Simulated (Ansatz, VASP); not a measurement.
## C in VASP and in Ansatz

Contents of INCAR:

```
  ALGO = Normal
  EDIFF = 1E-7
  EDIFFG = -0.002
  ENCUT = 600
  GGA = PS
  IBRION = 2
  ISIF = 3
  ISMEAR = -1
  LASPH = T
  LCHARG = F
  LREAL = F
  LWAVE = F
  NELM = 60
  NSW = 100
  PREC = Accurate
  SIGMA = 0.1
```

KPOINTS

```
k-points
0
Gamma
  22 22 22
```

File POSCAR:

```
C
1.0
    0.0000000000      1.7833700000      1.7833700000
    1.7833700000      0.0000000000      1.7833700000
    1.7833700000      1.7833700000      0.0000000000
C
2
Direct
    0.5000000000      0.5000000000      0.5000000000
    0.7500000000      0.7500000000      0.7500000000
```

Input for Ansatz:

```yaml
crystal:
  lattice:
    - [0.0, 1.78337, 1.78337]
    - [1.78337, 0.0, 1.78337]
    - [1.78337, 1.78337, 0.0]
  atoms:
    - { symbol: C, position: [0.5, 0.5, 0.5] }
    - { symbol: C, position: [0.75, 0.75, 0.75] }
kpoints:
  mp_grid: { grid: [22, 22, 22] }
scf:
  occupations: { method: fermi_dirac, width: 0.1 }
hamiltonian:
  xc: pbesol
  pseudopotentials: { kind: paw }
relax:
  f_tol: 0.002
  max_steps: 80
  cell: {}
output:
  forces: true
  stress: true
```

Alike in both runs: task relaxation of cell and atoms; functional PBEsol; k mesh 22 × 22 × 22; occupations fermi-dirac, width 0.1 eV; no spin polarisation.

|  | VASP | Ansatz |
| --- | --- | --- |
| version | VASP 6.6.1 | Ansatz 0.2.0 |
| potentials or method | VASP PAW PBE potentials, release 64 (C) | PAW with Ansatz's default frozen-core files, scalar-relativistic |
| plane-wave cutoff (eV) | 600 | 420 |
| valence electrons in the cell | 8 | 8 |

|  | VASP | Ansatz | Ansatz less VASP |
| --- | --- | --- | --- |
| relaxed volume (Å³/atom) | 5.62 | 5.61 | -0.005 |
| relaxed cell length with the largest relative difference (Å) | 2.514 | 2.513 | -0.0008 |

Caveats: the PAW data sets were made with another functional, which shifts forces and pressure a little (VASP).
